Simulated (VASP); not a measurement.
Hf:

```
Hf
1.0
     3.19670    0.00000    0.00000
    -1.59835    2.76842    0.00000
     0.00000    0.00000    5.05780
Hf
2
Direct
  0.66667 0.33333 0.75000
  0.33333 0.66667 0.25000
```

Base run:

```yaml
Program: VASP 6.6.1
Functional: RPBE
Potentials_or_basis: VASP PAW PBE potentials, release 64 (Hf_pv)
Cutoff: 520 eV
k_mesh: 10 × 10 × 5
Occupations: fermi-dirac, width 0.05 eV
Spin: no spin polarisation
```

Its results: pressure 3.0 GPa.

Task: The run is repeated on the same cell with these changes: functional from RPBE to PBEsol. What comes out?

Result: Pressure -4.3 GPa.

PBEsol binds more tightly than RPBE, so the same cell stands under less pressure.

Caveats: the PAW data sets were made with another functional, which shifts forces and pressure a little.
